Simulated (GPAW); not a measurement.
Runs of GPAW 26.7.0 on TiAl. It takes space group P-6m2 (No. 187, hexagonal). Conventional cell: a = 2.867 Å, b = 2.867 Å, c = 4.678 Å, α = 90.00°, β = 90.00°, γ = 120.00°. Around Ti (site symmetry -6m2) lie 6 Al at 2.87 Å and 6 Ti at 2.87 Å. Around Al (site symmetry -6m2) lie 6 Ti at 2.87 Å and 6 Al at 2.87 Å. The cell comes from a database or a generator and needn't be the stable form of this composition.

```tsv
level	gap on the mesh (eV)	pressure (GPa)	relaxed volume (Å³/atom)
PBEsol	none	0.1	16.18
PBEsol+D4	none	0.0	(b)
PBEsol+D3(BJ)+ATM	none	-0.1	15.63
PBEsol+D3(BJ)	none	-0.1	15.52
PBEsol+D3	none	-0.1	(a)
```

Alike in all rows: task relaxation of cell and atoms; potentials or basis PAW data sets generated in the run's folder for this functional, pw; no spin polarisation; cell relaxed; k mesh 9 × 9 × 5; cutoff (eV) 600; smearing fermi-dirac 0.05 eV.

Task: Estimate the missing entries.

Result: (a) 15.68; (b) 15.97.

Caveats: later steps reuse the first step's grids; pairwise dispersion overbinds metals, which lowers pressure and volume (some runs).

A gap of «none» marks a metal or a gap under the smearing width.
